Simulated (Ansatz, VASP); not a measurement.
# Mg in VASP and in Ansatz

```
Mg
1.0
     2.83472    0.00000    0.00000
     0.00000    2.83472    0.00000
     0.00000    0.00000    2.83472
Mg
1
Direct
  0.00000 0.00000 0.00000
```

Alike in both runs: task single point; functional LDA; k mesh 12 × 12 × 12; occupations fermi-dirac, width 0.1 eV; no spin polarisation.

|  | VASP | Ansatz |
| --- | --- | --- |
| version | VASP 6.6.1 | Ansatz 0.2.0 |
| potentials or method | VASP PAW LDA potentials, release 64 (Mg) | plane waves (420 eV) with PAW, scalar-relativistic |
| plane-wave cutoff (eV) | 520 | 420 |
| valence electrons in the cell | 2 | 10 |

```tsv
	VASP	Ansatz	Ansatz less VASP
pressure (GPa)	4.0	4.2	+0.22
```

The two sets of potentials don't hold the same shells in valence. Ansatz warned: «pseudo_functional_mismatch».
